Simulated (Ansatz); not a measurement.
Relaxed-ion elastic tensor of ZnTe (zinc blende, F-43m) in GPa (Voigt order), DFT-PBEsol in the program Ansatz with PAW potentials; density 5.74 g/cm³, 27.90 Å³ per atom.

|  | 1 | 2 | 3 | 4 | 5 | 6 |
|---|---|---|---|---|---|---|
| 1 | 71.3 | 39.9 | 39.9 | 0.0 | 0.0 | 0.0 |
| 2 | 39.9 | 71.3 | 39.9 | 0.0 | 0.0 | 0.0 |
| 3 | 39.9 | 39.9 | 71.3 | 0.0 | 0.0 | 0.0 |
| 4 | 0.0 | 0.0 | 0.0 | 32.3 | 0.0 | 0.0 |
| 5 | 0.0 | 0.0 | 0.0 | 0.0 | 32.3 | 0.0 |
| 6 | 0.0 | 0.0 | 0.0 | 0.0 | 0.0 | 32.3 |

Task: Is the crystal mechanically stable?

Result: Yes: the smallest eigenvalue of C is 31.4 GPa.

Task: Work out the Voigt, Reuss and Hill averages.

Result: K_V = 50.4, K_R = 50.4, K_H = 50.4; G_V = 25.7, G_R = 22.7, G_H = 24.2 GPa.

Task: Give Young's modulus, Poisson's ratio, Pugh's ratio and the universal anisotropy index.

Result: E = 9KG/(3K + G) = 62.6 GPa; ν = 0.29; K/G = 2.08 (ductile by the Pugh limit of 1.75); A_U = 5G_V/G_R + K_V/K_R − 6 = 0.65.

Task: Estimate the sound speeds and the Debye temperature.

Result: v_l = √((K + 4G/3)/ρ) = 3790 m/s, v_t = √(G/ρ) = 2050 m/s, mean 2290 m/s; Θ = (h/k)(3n/4πV)^(1/3) v_m = 225 K.

Task: Give the Zener ratio and Young's modulus along [100], [110] and [111].

Result: A = 2C44/(C11 − C12) = 2.06; 1/E = S11 − 2(S11 − S12 − S44/2)Γ with Γ = 0, 1/4, 1/3 gives 42.7, 65.6, 79.9 GPa.

Task: Solve the Christoffel equation for the three sound speeds along [100], [110], [111].

Result: Eigenvalues of C_ijkl n_j n_l equal ρv² (piezoelectric stiffening left out). In km/s, slowest first: [100] 2.37, 2.37, 3.52; [110] 1.65, 2.37, 3.91; [111] 1.92, 1.92, 4.03.

Symmetry was held in the PBEsol relaxation. Scalar-relativistic: spin–orbit coupling is off unless named, which matters more the heavier the elements.

Potentials: the later of the program's two PAW sets.
